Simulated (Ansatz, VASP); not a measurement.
# Two plane-wave programs on Mo

```xyz
1
Lattice="2.6036 0.0000 0.0000 0.0000 2.6036 0.0000 0.0000 0.0000 2.6036" Properties=species:S:1:pos:R:3 pbc="T T T"
Mo    0.0000    0.0000    0.0000
```

Change from the starting cell: volume scaled by 1, PAW files.

Alike in both runs: task single point; functional PBE; k mesh 16 × 16 × 16; occupations fermi-dirac, width 0.08 eV; no spin polarisation.

```csv
,VASP,Ansatz
version,VASP 6.6.1,Ansatz 0.2.0
potentials or method,"VASP PAW PBE potentials, release 64 (Mo_sv)","PAW with Ansatz's default frozen-core files, scalar-relativistic"
plane-wave cutoff (eV),520,420
valence electrons in the cell,14,14
```

Ansatz gave:

| Quantity | Value |
| --- | --- |
| pressure (GPa) | 0.0 |

Q: What did VASP give for the same quantities?

A: Pressure (GPa): 0.5.
